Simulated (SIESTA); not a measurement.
AgCl (Chlorargyrite):

```
CELL_PARAMETERS angstrom
0.00000 2.73500 2.73500
2.73500 0.00000 2.73500
2.73500 2.73500 0.00000
ATOMIC_POSITIONS crystal
Ag 0.00000 0.00000 0.00000
Cl 0.50000 0.50000 0.50000
```

Program: SIESTA 5.4.2. Alike in all runs: task band structure; no spin polarisation; cell as given; k mesh 8 × 8 × 8; smearing fermi-dirac 0.05 eV; grid cutoff 800 Ry; energy shift 0.003 Ry.

Question: Order these runs on this cell by their band gap on the k mesh, lowest first.
A. level BLYP; potentials or basis PseudoDojo 0.4 standard (PBE files), DZP (energy shift 0.003 Ry; two zetas on semicore shells)
B. level AM05; potentials or basis PseudoDojo 0.4 standard (PBEsol files), DZP (energy shift 0.003 Ry; two zetas on semicore shells)
C. level LDA; potentials or basis PseudoDojo 0.4 standard (LDA files), DZP (energy shift 0.003 Ry; two zetas on semicore shells)

Answer: C (0.87 eV), B (1.05 eV), A (1.25 eV).

Caveats: the basis of atomic orbitals isn't converged, which shifts pressures, moduli and gaps.

A k mesh can miss the band edges.

Not every run made on this cell is shown here.
